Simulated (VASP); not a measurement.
# Te: single point with PBE0

The system is Te.

```xyz
3
Lattice="4.4572 0.0000 0.0000 -2.2286 3.8600 0.0000 0.0000 0.0000 5.9290" Properties=species:S:1:pos:R:3 pbc="T T T"
Te    1.1736    0.0000    1.9763
Te   -0.5868    1.0164    3.9527
Te    1.6418    2.8437    0.0000
```

```json
{"Program": "VASP 6.6.1", "Task": "single point", "Functional": "PBE0", "Potentials or basis": "VASP PAW PBE potentials, release 64 (Te)", "Cutoff": "300 eV", "k mesh": "3 × 3 × 2", "Occupations": "gaussian, width 0.01 eV", "Spin": "non-collinear spin, zero start, spin-orbit coupling", "Starting moments": "[[0.0, 0.0, 0.0], [0.0, 0.0, 0.0], [0.0, 0.0, 0.0]] μB", "Grid for exact exchange (PRECFOCK)": "Fast", "Exchange at q = 0": "default", "Further INCAR settings": "ALGO = Normal; EDIFF = 1e-06; NBANDS = 31"}
```

```json
{
 "Pressure": "0.2 GPa",
 "Largest force": "0.298 eV/Å",
 "Net moment": "0.00 μB per cell",
 "Valence electrons inside the program's atomic spheres": "Te 3.38"
}
```

Forces on the atoms (eV/Å):
```
Te  -0.298  0.000  0.000
Te   0.149 -0.258  0.000
Te   0.149  0.258  0.000
```

Stress tensor (GPa, compression positive):
```
 0.70  0.00  0.00
 0.00  0.70  0.00
 0.00  0.00 -0.79
```

Moments on the atoms (μB; x, y, z):
```
Te  0.00 0.00 0.00
Te  0.00 0.00 0.00
Te  0.00 0.00 0.00
```

Run time: 8.7 min on 1 thread of Intel(R) Xeon(R) 6975P-C (Granite Rapids), on a shared host, peak memory 0.28 GiB.

Caveat: the k mesh is coarse (spacing up to 0.54 Å⁻¹), so the values aren't converged, least of all with exact exchange; the PAW data sets were made with another functional, which shifts forces and pressure a little.
